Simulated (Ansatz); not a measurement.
# Rh (P6_3/mmc) in Ansatz: reference runs

How does Rh come out in PBEsol? The cell is run as given and disturbed.

All numbers are computed with Ansatz 0.2.0; they aren't measurements. Logs are shortened: lines on timing, memory, paths and dates and some standing lists are left out, and cuts for length are marked.

**1. Starting point**

It takes space group P6_3/mmc (No. 194, hexagonal). Conventional cell: a = 2.692 Å, b = 2.692 Å, c = 8.798 Å, α = 90.00°, β = 90.00°, γ = 120.00°. Around Rh (site symmetry -6m2) lie 12 Rh at 2.69 Å. Rh (site symmetry -3m) is surrounded by 12 Rh at 2.69 Å.

This isn't the form of Rh at room conditions, which is fcc.

**2. Single point, PBEsol**

Contents of input.yaml:

```yaml
crystal:
  lattice:
    - [2.6917446234, 0.0, 0.0]
    - [-1.3458723117, 2.3311192244, 0.0]
    - [0.0, 0.0, 8.79807013]
  atoms:
    - { symbol: Rh, position: [0.6666666667, 0.3333333333, 0.75] }
    - { symbol: Rh, position: [0.0, 0.0, 0.5] }
    - { symbol: Rh, position: [0.3333333333, 0.6666666667, 0.25] }
    - { symbol: Rh, position: [0.0, 0.0, 0.0] }
hamiltonian:
  xc: pbesol
  pseudopotentials: { kind: paw }
kpoints:
  mp_grid: { grid: [11, 11, 3] }
scf:
  occupations: { method: fermi_dirac, width: 0.05 }
output:
  forces: true
  stress: true
  eigenvalues: true
```

Potentials or basis: Ansatz PAW.

Run with:

```
$ ansatz run input.yaml --threads 2 --pin off --max-ram 5632MiB --backend cpu --events-out ev --progress --plain --runs-dir out
```

Output:

```text
Warning: RAYON_NUM_THREADS=2 ignored (pool sized by the plan → 2); use --threads N
Engine: ansatz 0.2.0, aarch64-unknown-linux-gnu
Pseudopotentials: kind: paw
Pseudopotential: Rh, paw, valence charge 17, recommended cutoff 420 eV (normal), Rh.paw.azcp
Functional definition: PBEsol
  exchange = pbesol_x
  correlation = pbesol_c
Crystal: 4 atoms, lattice volume = 55.206 Å³
Basis set: ecut = 420 eV, 1091 PW (Γ), exchange–correlation on 36×36×120 points (8 copies of the dense FFT grid, shifted against one another)
Bands: 41, of which v1, the nominal top of the filled ones, is band 34 counted from 1 (33 counted from 0)
Symmetry: 24 space group operations
Space group: P63/mmc (ITA 194), of the structure as read, at distance tolerance 3.8e-5 Å
k-points: 32 of 363
Non-local potential: Rh, projectors of the file, l = 0: 3, l = 1: 2, l = 2: 2, l = 3: 1
PAW form: soft (Blöchl's): semilocal exchange-correlation on the pseudo side does not see the compensation charge
PAW frozen core: Rh, regenerated for the run's functional, and the local potential with it (the file was generated under x = pbe(κ = 0.804, μ = 0.2195149727645171), c = pbe(β = 0.06672455060314922))
PAW one-centre angular grid: Rh, 590 points (default); XC on 64 Gauss nodes
Initial density: superposition of atomic densities (neutral atoms: chi_scale 0, normalization atom), corrected by the library's trained network
Initial wavefunctions: pseudopotential atomic-orbital guess
Functional: x = pbesol(κ = 0.804, μ = 0.12345679012345678), c = pbesol(β = 0.046)
SCF iter   1: F=—  HF=-25354.912851 eV  |F-HF|=—  |Δ(HF+E_count)|=         —  Δρ=1.12e-2  dr2=5.14e-2  ethr=1.77e-3  ⟨swp⟩=6.2  Hψ=4591  notcnv=0  defer=4
preconditioner: auto → Kerker (q_TF=auto, 2.825 Å⁻¹)  [metal: Δε(μ)=0.014 eV  Ē_g=6.522 eV  σ=0.050 eV  W_gap=0.07  n_scr=24 (ndim 8)  ℏωp=30.0 eV  f_vac=0.000  D(μ)=6.40/eV (n_scr^D=78)]
SCF iter   2: F=—  HF=-25354.903312 eV  |F-HF|=—  |Δ(HF+E_count)|=   9.54e-3  Δρ=5.18e-3  dr2=1.01e-2  ethr=7.55e-5  ⟨swp⟩=2.8  Hψ=2180  notcnv=0  defer=10
SCF iter   3: F=—  HF=-25354.899846 eV  |F-HF|=—  |Δ(HF+E_count)|=   3.47e-3  Δρ=9.25e-4  dr2=1.51e-4  ethr=1.49e-5  ⟨swp⟩=2.0  Hψ=1856  notcnv=0  defer=10
SCF iter   4: F=—  HF=-25354.899852 eV  |F-HF|=—  |Δ(HF+E_count)|=   5.32e-6  Δρ=1.17e-4  dr2=4.36e-6  ethr=2.22e-7  ⟨swp⟩=2.2  Hψ=2114  notcnv=0  defer=10
SCF iter   5: F=—  HF=-25354.899816 eV  |F-HF|=—  |Δ(HF+E_count)|=   3.54e-5  Δρ=2.48e-5  dr2=1.16e-7  ethr=6.41e-9  ⟨swp⟩=2.7  Hψ=2141  notcnv=0  defer=10
SCF iter   6: F=-25354.899816 eV  HF=-25354.899816 eV  |F-HF|=2.55e-10  |Δ(HF+E_count)|=  5.82e-10  Δρ=4.57e-6  dr2=7.56e-9  ethr=1.47e-10  ⟨swp⟩=5.6  Hψ=4031  notcnv=0
SCF 1 converged in 6 iterations: F = -25354.899816 eV  dr2 = 7.56e-9
SCF converged after 6 iterations
Free energy (F): -25354.899816 eV
Harris-Foulkes:  -25354.899816 eV  (|F-HF|=2.55e-10)
Internal energy: -25354.848445 eV  (E = F + TS)
E sigma→0 (E₀):  -25354.874131 eV
Entropy (-TS):   -0.051371 eV (-12.843 meV/atom)
Fermi energy:    22.154615 eV
--- Per-component energies (eV) ---
  E_band       = -356.165744
  E_kinetic    = 2291.970340
  E_local      = -6273.129854  (includes V_loc(G=0)·N_el)
  E_nonlocal   = 1425.331039
  E_hartree    = 2198.696775
  E_xc         = -882.079209
  E_vxc        = -1111.368463  (∫ρ·V_xc dr)
  E_paw        = -14095.182759  (= ΣΔE_a)
  E_vpaw       = -1086.367362  (= ΣTr[D̂ρ^β])
  E_aug_tail   = 0.003247  (compensation charges beyond the density's cutoff)
  E_ewald      = -10021.562823
  E_core_change = 1.104799  (= ΣΔE_core)
  E_smearing   = -0.051371  (= −TS)
  E_closure    = 0.000000  (closes the sum)
  Σ components = -25354.899816   (vs F -25354.899816, Δ=0.00e0)
--- Forces (eV/Å), atoms counted from 1 ---
  atom   1  Rh     0.00000000    -0.00000000     0.00000000
  atom   2  Rh     0.00000000    -0.00000000    -0.00000000
  atom   3  Rh    -0.00000000     0.00000000    -0.00000000
  atom   4  Rh     0.00000000    -0.00000000     0.00000000
  max |Σ_I F_I| component: 4.63e-18 eV/Å
--- Stress (GPa, compression-positive) ---
       -4.982980      -0.000000      -0.000000
       -0.000000      -4.982980      -0.000000
       -0.000000      -0.000000      -6.675706
  P = ⅓ Tr σ = -5.5472 GPa (-55.472 kbar)
--- Band table (eV; the first three rows and the last of 32) ---
  k-point 0: bands = ["-56.6613", "-56.6088", "-56.6027", "-56.5497", "-24.8896", "-24.5326", "-24.5316", "-24.2505", "-24.2505", "-24.2051", "-24.2051", "-24.1954", "-24.1954", "-24.1623", "-24.1496", "-24.1496", "14.1056", "15.9017", "15.9155", "15.9942", "18.9039", "18.9356", "18.9990", "18.9990", "19.0384", "19.0384", "19.0389", "19.4233", "19.4233", "19.5248", "19.5248", "20.7210", "20.7210", "21.3136", "21.3136", "21.8101", "21.8101", "22.5830", "22.5830", "22.7699", "30.6342"]
  k-point 1: bands = ["-56.6539", "-56.6337", "-56.5777", "-56.5573", "-24.8424", "-24.7123", "-24.3488", "-24.2438", "-24.2438", "-24.2258", "-24.2258", "-24.2126", "-24.1746", "-24.1746", "-24.1563", "-24.1563", "14.3814", "15.1171", "16.0574", "16.1522", "18.7312", "18.9292", "19.0724", "19.0724", "19.1183", "19.1183", "19.3172", "19.3172", "19.3962", "19.3962", "20.0987", "20.8836", "20.8836", "21.1663", "21.1663", "21.8173", "22.0402", "22.0402", "22.4150", "22.4150", "31.8978"]
  k-point 2: bands = ["-56.6534", "-56.6029", "-56.5968", "-56.5459", "-24.8707", "-24.5374", "-24.5369", "-24.2945", "-24.2646", "-24.2395", "-24.2295", "-24.2158", "-24.2062", "-24.1951", "-24.1695", "-24.1570", "14.3979", "16.1655", "16.1852", "16.2233", "18.4670", "18.6758", "18.8635", "18.8738", "18.9670", "19.1981", "19.2005", "19.4696", "19.6388", "19.6552", "19.7227", "20.3968", "20.5251", "21.0974", "21.3900", "21.7187", "21.7803", "21.9758", "22.6173", "24.5869", "30.5876"]
  k-point 31: bands = ["-56.5285", "-56.5268", "-56.5185", "-56.5169", "-24.7433", "-24.7305", "-24.6951", "-24.6754", "-24.5938", "-24.5771", "-24.5439", "-24.4958", "-24.4025", "-24.3535", "-24.3325", "-24.3161", "16.8840", "16.9620", "17.4554", "17.4661", "17.6310", "17.8127", "18.0507", "18.2241", "18.8359", "18.9747", "19.0871", "19.3652", "20.2495", "20.4101", "21.1240", "21.3094", "22.1562", "22.3644", "22.5080", "22.6154", "27.9595", "28.2262", "29.0041", "29.0168", "30.5082"]
```

Run time: 1.6 s. Hardware: 2 threads of Arm Neoverse V1, shared host; peak memory 0.34 GiB.

What came out:

- Free energy: -25354.8998 eV
- Pressure: -5.5 GPa
- Band gap on the k mesh: none (metal or under the smearing width)

Levels at points of the mesh, in eV from the Fermi level:
```tsv
k point	band 32	band 33	band 34	band 35	band 36	band 37
(0.00, 0.00, 0.00)	-1.43	-1.43	-0.84	-0.84	-0.34	-0.34
```

Caveat: the PAW data sets come from PBE, with cores solved anew for the run's functional, which leaves a small shift of forces and pressure.

**3. Single point, PBEsol (atoms moved at random, drawn with an rms of 0.05 Å)**

Contents of input.yaml:

```yaml
crystal:
  lattice:
    - [2.6917446234, 0.0, 0.0]
    - [-1.3458723117, 2.3311192244, 0.0]
    - [0.0, 0.0, 8.79807013]
  atoms:
    - { symbol: Rh, position: [0.675958, 0.328863, 0.749331] }
    - { symbol: Rh, position: [0.017169, 0.029142, 0.503368] }
    - { symbol: Rh, position: [0.305206, 0.647065, 0.248769] }
    - { symbol: Rh, position: [0.026812, -0.001977, 0.003544] }
hamiltonian:
  xc: pbesol
  pseudopotentials: { kind: paw }
kpoints:
  mp_grid: { grid: [11, 11, 3] }
scf:
  occupations: { method: fermi_dirac, width: 0.05 }
output:
  forces: true
  stress: true
  eigenvalues: true
```

Potentials or basis: Ansatz PAW.

Run with:

```
$ ansatz run input.yaml --threads 2 --pin off --max-ram 5632MiB --backend cpu --events-out ev --progress --plain --runs-dir out
```

Output:

```text
Warning: RAYON_NUM_THREADS=2 ignored (pool sized by the plan → 2); use --threads N
[... 6 set-up lines as earlier in the session ...]
Crystal: 4 atoms, lattice volume = 55.206 Å³
Basis set: ecut = 420 eV, 1091 PW (Γ), exchange–correlation on 36×36×120 points (8 copies of the dense FFT grid, shifted against one another)
Bands: 41, of which v1, the nominal top of the filled ones, is band 34 counted from 1 (33 counted from 0)
Symmetry: 1 space group operations
Space group: P1 (ITA 1), of the structure as read, at distance tolerance 3.8e-5 Å
k-points: 182 of 363 (time reversal used)
[... 1 set-up line as earlier in the session ...]
[... 33 lines left out ...]
  E_ewald      = -10018.073217
  E_core_change = 1.104799  (= ΣΔE_core)
  E_smearing   = -0.051309  (= −TS)
  E_closure    = 0.000000  (closes the sum)
  Σ components = -25354.844413   (vs F -25354.844413, Δ=0.00e0)
--- Forces (eV/Å), atoms counted from 1 ---
  atom   1  Rh    -0.03282567     0.14359134     0.39170915
  atom   2  Rh    -0.04001308    -0.32164763    -0.36195707
  atom   3  Rh     0.37035586     0.27006264     0.45293785
  atom   4  Rh    -0.29752293    -0.09201432    -0.48269627
  max |Σ_I F_I| component: 7.98e-6 eV/Å
--- Stress (GPa, compression-positive) ---
       -4.912864      -0.505626       0.240180
       -0.505626      -4.607183      -0.001523
        0.240180      -0.001523      -5.437524
  P = ⅓ Tr σ = -4.9859 GPa (-49.859 kbar)
--- Band table (eV; the first three rows and the last of 182) ---
  k-point 0: bands = ["-56.6617", "-56.6141", "-56.5950", "-56.5470", "-24.8974", "-24.5744", "-24.4950", "-24.2698", "-24.2494", "-24.2105", "-24.1971", "-24.1872", "-24.1793", "-24.1572", "-24.1497", "-24.1446", "14.1074", "15.8879", "15.9222", "15.9941", "18.7777", "18.9436", "18.9635", "18.9984", "19.0334", "19.0518", "19.0944", "19.4201", "19.4327", "19.5534", "19.5707", "20.5847", "20.7691", "21.3018", "21.3779", "21.8032", "21.8642", "22.4795", "22.6676", "22.7791", "30.6239"]
  k-point 1: bands = ["-56.6545", "-56.6340", "-56.5750", "-56.5543", "-24.8502", "-24.7205", "-24.3464", "-24.2660", "-24.2501", "-24.2252", "-24.2074", "-24.1993", "-24.1757", "-24.1651", "-24.1562", "-24.1497", "14.3831", "15.1177", "16.0547", "16.1469", "18.6766", "18.8614", "19.0607", "19.0742", "19.1372", "19.1496", "19.2961", "19.3220", "19.4150", "19.4485", "20.1183", "20.7432", "20.8997", "21.1511", "21.2914", "21.8246", "21.9811", "22.0476", "22.3739", "22.5159", "31.8840"]
  k-point 2: bands = ["-56.6538", "-56.6080", "-56.5893", "-56.5431", "-24.8785", "-24.5779", "-24.5035", "-24.3064", "-24.2660", "-24.2394", "-24.2301", "-24.2077", "-24.1926", "-24.1914", "-24.1644", "-24.1535", "14.4000", "16.1539", "16.1882", "16.2272", "18.4105", "18.6869", "18.8570", "18.8814", "18.9349", "19.1951", "19.2171", "19.4414", "19.6445", "19.6730", "19.7589", "20.3309", "20.5646", "21.0965", "21.3894", "21.7019", "21.8592", "21.9810", "22.5829", "24.6037", "30.5786"]
  k-point 181: bands = ["-56.5582", "-56.5481", "-56.5218", "-56.5088", "-24.8078", "-24.7766", "-24.7439", "-24.7082", "-24.5333", "-24.4640", "-24.4215", "-24.3851", "-24.3495", "-24.3017", "-24.2850", "-24.2522", "16.2843", "16.4205", "16.5520", "16.8007", "16.9204", "17.1266", "18.3450", "18.7010", "19.0363", "19.6538", "19.8367", "20.0415", "20.5726", "21.1763", "21.5401", "21.9652", "22.0994", "22.3686", "22.6318", "22.8952", "23.9435", "24.2653", "26.5436", "28.4625", "31.2576"]
```

It took 14 s on 2 threads of Arm Neoverse V1, shared host; peak memory 0.51 GiB.

Results:

```yaml
Free_energy: -25354.8444 eV
Pressure: -5.0 GPa
Largest_force: 0.644 eV/Å
Band_gap_on_the_k_mesh: none (metal or under the smearing width)
```

Forces in eV/Å, atoms in the order of the input:
```
Rh  -0.033  0.144  0.392
Rh  -0.040 -0.322 -0.362
Rh   0.370  0.270  0.453
Rh  -0.298 -0.092 -0.483
```

Stress tensor (GPa, compression positive):
```
-4.91 -0.51  0.24
-0.51 -4.61  0.00
 0.24  0.00 -5.44
```

Caveat: the PAW data sets come from PBE, with cores solved anew for the run's functional, which leaves a small shift of forces and pressure.
